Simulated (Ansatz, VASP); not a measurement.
## SiC: VASP beside Ansatz

```
Si C
1.0
     0.00000    2.10874    2.10874
     2.10874    0.00000    2.10874
     2.10874    2.10874    0.00000
Si C
1 1
Direct
  0.25000 0.25000 0.25000
  0.00000 0.00000 0.00000
```

Alike in both runs: functional PBE; k mesh 10 × 10 × 10; occupations gaussian, width 0.02 eV; no spin polarisation.

Ansatz relaxed the structure, and its values are those at the end. VASP's run is a single point on that final structure, the one shown.

```csv
,VASP,Ansatz
version,VASP 6.6.1,Ansatz 0.2.0
potentials or method,"VASP PAW PBE potentials, release 64 (Si, C)","scalar-relativistic, plane waves, PAW"
plane-wave cutoff (eV),520,420
valence electrons in the cell,8,8
```

```tsv
	VASP	Ansatz	Ansatz less VASP
gap on the k mesh at the Fermi level (eV)	1.26	1.26	+0.003
least direct gap on the mesh (eV)	4.63	4.64	+0.007
```

 Expect the measured gap to be larger: semilocal functionals such as PBE lack the derivative discontinuity. A k mesh can miss the band edges.
